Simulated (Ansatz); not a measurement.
Born–Oppenheimer molecular dynamics of a periodic cell of 12 atoms, MoS$_{2}$ (start crystal MoS2, start structure R3m, volume 1.15 times the crystal's). It starts from an unrelaxed structure (largest force component 1.66 eV/Å).

These are results of DFT r2SCAN, scalar-relativistic, plane waves, PAW (Ansatz), not measurements. Settings: PAW set soft_1, cutoff 500 eV, k mesh 3x3x3, fermi-dirac smearing 0.36 eV, no spin polarisation.

```json
{"ensemble": "NVT, Langevin thermostat", "time step": "1.5 fs", "steps asked": "90", "set temperature": "4200 K", "friction": "0.02 /fs", "seed": "916878"}
```

Frames 7.5 fs apart, positions in Å.

Velocities at 45.0 fs (Å/ps):

```
Mo -14.18 12.02 0.35
S -14.34 -3.08 -6.95
S 10.99 -1.60 -5.86
Mo 4.87 3.19 6.80
S -6.06 7.73 -9.71
S 7.15 7.71 -5.61
Mo 0.85 -4.98 -2.85
S -6.92 9.86 -6.99
S -7.86 1.42 -5.37
Mo 5.88 1.44 -3.97
S 8.07 4.78 -1.83
S 9.61 9.00 1.60
```

```xyz
12
Lattice="-3.3107 -1.9114 6.4433 3.3107 -1.9114 6.4433 0.0000 3.8229 6.4433" Properties=species:S:1:pos:R:3 time_fs=45.0 energy_less_start_eV=5.136 T=3042
Mo -0.243 0.575 0.097
S 0.072 -0.228 4.987
S 0.135 0.098 7.941
Mo 0.243 -1.828 6.442
S -0.048 -1.391 11.089
S -0.186 -1.870 14.601
Mo -1.575 0.928 6.447
S -1.851 1.417 11.494
S -1.459 0.638 14.255
Mo 1.739 0.998 6.187
S 1.897 0.962 11.435
S 2.011 0.846 14.113
12
Lattice="-3.3107 -1.9114 6.4433 3.3107 -1.9114 6.4433 0.0000 3.8229 6.4433" Properties=species:S:1:pos:R:3 time_fs=52.5 energy_less_start_eV=5.687 T=3574
Mo -0.324 0.670 0.058
S -0.024 -0.221 4.930
S 0.236 0.076 7.919
Mo 0.236 -1.792 6.482
S -0.070 -1.344 11.037
S -0.147 -1.806 14.598
Mo -1.569 0.890 6.422
S -1.879 1.501 11.433
S -1.496 0.662 14.169
Mo 1.784 1.009 6.135
S 1.914 0.974 11.431
S 2.096 0.907 14.146
12
Lattice="-3.3107 -1.9114 6.4433 3.3107 -1.9114 6.4433 0.0000 3.8229 6.4433" Properties=species:S:1:pos:R:3 time_fs=60.0 energy_less_start_eV=6.069 T=3720
Mo -0.400 0.780 -0.022
S -0.099 -0.189 4.827
S 0.263 0.080 7.928
Mo 0.203 -1.727 6.505
S -0.067 -1.318 10.997
S -0.068 -1.720 14.677
Mo -1.584 0.874 6.394
S -1.886 1.575 11.359
S -1.522 0.712 14.093
Mo 1.797 1.030 6.101
S 1.915 0.979 11.408
S 2.211 0.989 14.238
12
Lattice="-3.3107 -1.9114 6.4433 3.3107 -1.9114 6.4433 0.0000 3.8229 6.4433" Properties=species:S:1:pos:R:3 time_fs=67.5 energy_less_start_eV=6.748 T=3952
Mo -0.445 0.859 -0.107
S -0.132 -0.129 4.669
S 0.273 0.094 7.905
Mo 0.173 -1.689 6.508
S -0.055 -1.315 10.945
S 0.057 -1.655 14.800
Mo -1.609 0.850 6.396
S -1.894 1.609 11.285
S -1.557 0.764 14.028
Mo 1.773 1.037 6.104
S 1.864 1.030 11.418
S 2.324 1.124 14.327
12
Lattice="-3.3107 -1.9114 6.4433 3.3107 -1.9114 6.4433 0.0000 3.8229 6.4433" Properties=species:S:1:pos:R:3 time_fs=75.0 energy_less_start_eV=7.737 T=2661
Mo -0.461 0.929 -0.175
S -0.170 -0.070 4.534
S 0.258 0.066 7.913
Mo 0.145 -1.664 6.523
S -0.016 -1.327 10.913
S 0.200 -1.646 14.890
Mo -1.602 0.827 6.401
S -1.869 1.580 11.207
S -1.602 0.832 13.981
Mo 1.723 1.033 6.135
S 1.809 1.052 11.438
S 2.401 1.230 14.443
12
Lattice="-3.3107 -1.9114 6.4433 3.3107 -1.9114 6.4433 0.0000 3.8229 6.4433" Properties=species:S:1:pos:R:3 time_fs=82.5 energy_less_start_eV=8.414 T=2797
Mo -0.426 0.984 -0.230
S -0.220 -0.038 4.433
S 0.199 0.084 7.921
Mo 0.103 -1.629 6.500
S 0.038 -1.318 10.883
S 0.309 -1.690 14.944
Mo -1.590 0.806 6.406
S -1.810 1.551 11.112
S -1.631 0.884 13.951
Mo 1.663 1.040 6.171
S 1.734 1.071 11.497
S 2.405 1.292 14.550
12
Lattice="-3.3107 -1.9114 6.4433 3.3107 -1.9114 6.4433 0.0000 3.8229 6.4433" Properties=species:S:1:pos:R:3 time_fs=90.0 energy_less_start_eV=8.552 T=3591
Mo -0.354 1.001 -0.254
S -0.291 0.040 4.405
S 0.145 0.185 7.881
Mo 0.044 -1.614 6.437
S 0.074 -1.312 10.819
S 0.381 -1.741 14.976
Mo -1.590 0.788 6.415
S -1.791 1.567 11.049
S -1.611 0.999 13.918
Mo 1.625 1.028 6.206
S 1.625 1.107 11.561
S 2.312 1.319 14.665
12
Lattice="-3.3107 -1.9114 6.4433 3.3107 -1.9114 6.4433 0.0000 3.8229 6.4433" Properties=species:S:1:pos:R:3 time_fs=97.5 energy_less_start_eV=9.261 T=3166
Mo -0.244 1.000 -0.262
S -0.363 0.131 4.390
S 0.095 0.246 7.876
Mo 0.006 -1.626 6.321
S 0.110 -1.311 10.700
S 0.447 -1.820 15.027
Mo -1.605 0.776 6.418
S -1.767 1.588 11.026
S -1.613 1.043 13.929
Mo 1.608 1.014 6.207
S 1.518 1.144 11.673
S 2.212 1.329 14.770
12
Lattice="-3.3107 -1.9114 6.4433 3.3107 -1.9114 6.4433 0.0000 3.8229 6.4433" Properties=species:S:1:pos:R:3 time_fs=105.0 energy_less_start_eV=10.652 T=2955
Mo -0.160 0.994 -0.283
S -0.461 0.269 4.418
S 0.053 0.299 7.840
Mo -0.003 -1.655 6.251
S 0.146 -1.269 10.597
S 0.473 -1.894 15.029
Mo -1.600 0.768 6.432
S -1.789 1.629 11.037
S -1.611 1.047 13.968
Mo 1.597 0.984 6.185
S 1.407 1.161 11.715
S 2.133 1.351 14.823
12
Lattice="-3.3107 -1.9114 6.4433 3.3107 -1.9114 6.4433 0.0000 3.8229 6.4433" Properties=species:S:1:pos:R:3 time_fs=112.5 energy_less_start_eV=10.859 T=3316
Mo -0.087 0.949 -0.311
S -0.538 0.386 4.511
S 0.074 0.376 7.780
Mo -0.040 -1.716 6.219
S 0.182 -1.212 10.494
S 0.522 -1.946 14.993
Mo -1.584 0.801 6.431
S -1.829 1.687 11.072
S -1.515 1.061 14.018
Mo 1.590 0.971 6.109
S 1.379 1.093 11.697
S 2.043 1.339 14.755
12
Lattice="-3.3107 -1.9114 6.4433 3.3107 -1.9114 6.4433 0.0000 3.8229 6.4433" Properties=species:S:1:pos:R:3 time_fs=120.0 energy_less_start_eV=10.224 T=4068
Mo -0.043 0.901 -0.337
S -0.527 0.480 4.618
S 0.160 0.462 7.753
Mo -0.124 -1.771 6.192
S 0.234 -1.170 10.419
S 0.576 -2.000 14.905
Mo -1.559 0.850 6.409
S -1.845 1.713 11.112
S -1.452 1.042 14.009
Mo 1.593 0.995 6.047
S 1.423 0.998 11.598
S 1.967 1.300 14.607
12
Lattice="-3.3107 -1.9114 6.4433 3.3107 -1.9114 6.4433 0.0000 3.8229 6.4433" Properties=species:S:1:pos:R:3 time_fs=127.5 energy_less_start_eV=9.665 T=3930
Mo -0.014 0.853 -0.354
S -0.420 0.503 4.659
S 0.287 0.486 7.763
Mo -0.223 -1.812 6.165
S 0.305 -1.132 10.376
S 0.579 -2.023 14.822
Mo -1.559 0.923 6.362
S -1.835 1.777 11.106
S -1.446 1.053 13.987
Mo 1.615 1.044 5.973
S 1.434 0.902 11.473
S 1.898 1.262 14.416
```

Of the whole run (135 fs, mean temperature of the second half 3466 K): The mean temperature of the second half is 17 % below the set value. A run of 0.14 ps of so small a system gives no equilibrium averages. Limits of this set-up: coarse k mesh.

The run took 27 min on 4 threads of Arm Neoverse V1, on a shared host, peak memory 1.6 GiB.
